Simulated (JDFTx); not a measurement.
The system is Pd.

```
CELL_PARAMETERS angstrom
-1.57228 1.57228 1.57228
1.57228 -1.57228 1.57228
1.57228 1.57228 -1.57228
ATOMIC_POSITIONS crystal
Pd 0.00000 0.00000 0.00000
```

This isn't the form of Pd at room conditions, which is fcc.

| Quantity | Value |
| --- | --- |
| Program | JDFTx 1.7.0 (patched build) |
| Task | single point |
| Functional | PBEsol |
| Potentials or basis | PseudoDojo-SR-PBEsol-0.4.1-standard with smoothed tails |
| Cutoff | 1116 eV |
| Density cutoff | 4463 eV |
| k mesh | 12 × 12 × 12 |
| Occupations | fermi-dirac, width 0.05 eV |
| Spin | no spin polarisation |

On this cell: pressure -10.2 GPa; band gap on the k mesh none (metal or under the smearing width).

The same run follows on a disturbed copy (cell strained at random at fixed volume):

```
Pd
1.0
    -1.59918    1.54912    1.62845
     1.60297   -1.50854    1.59166
     1.57790    1.48727   -1.58787
Pd
1
Direct
  0.01291 0.99896 0.98783
```

Q: What changes?

A: The energy (extrapolated to zero smearing) moves by +0.2 meV/atom; pressure -10.1 GPa; band gap on the k mesh none (metal or under the smearing width).

Stress tensor (GPa, compression positive):
```
 -9.74   1.23  -0.41
  1.23 -11.15  -2.39
 -0.41  -2.39  -9.34
```

Caveats: this set's palladium file may shift the pressure by some GPa.
